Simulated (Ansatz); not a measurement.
**AlN (P6_3/mmc), axial (c/a) deformation path**

These are results of DFT PBEsol, scalar-relativistic, plane waves, PAW in Ansatz, not measurements. The runs took a 420 eV cutoff, a Γ-centred 12×12×6 mesh and Gaussian smearing (0.05 eV). No spin polarisation. Energies are free energies at this smearing, counted from the undisturbed cell; pressure is positive in compression.

Zero of the scan (as given, not relaxed at this level; it stands at -3.5 GPa; this form isn't the usual structure):

```
Al N
1.0
     3.31212    0.00000    0.00000
    -1.65606    2.86838    0.00000
     0.00000    0.00000    4.18756
Al N
2 2
Cartesian
  0.0000 1.9123 3.1407
  1.6561 0.9561 1.0469
  0.0000 1.9123 1.0469
  1.6561 0.9561 3.1407
```

At fixed volume and fractional coordinates, lengths along (0.000, 0.000, 1.000) are scaled against those across it; ρ is that ratio over its starting value.

| ρ | ΔE (meV/atom) | pressure (GPa) | gap on the mesh (eV) |
| --- | --- | --- | --- |
| 0.800 | 234.9 | 10.5 | 3.06 |
| 0.850 | 111.0 | 2.2 | 3.49 |
| 0.920 | 24.8 | -3.2 | 3.42 |
| 0.960 | 5.0 | -4.0 | 3.29 |
| 1.000 | 0.0 | -3.5 | 3.17 |
| 1.050 | 10.4 | -1.3 | 3.06 |
| 1.100 | 36.1 | 2.2 | 2.98 |
| 1.200 | 126.6 | 12.3 | 2.95 |
| 1.300 | 265.5 | 25.4 | 3.07 |

Cost: 9 runs of about 0.31 core-minutes in all, on Arm Neoverse V2 (shared hosts).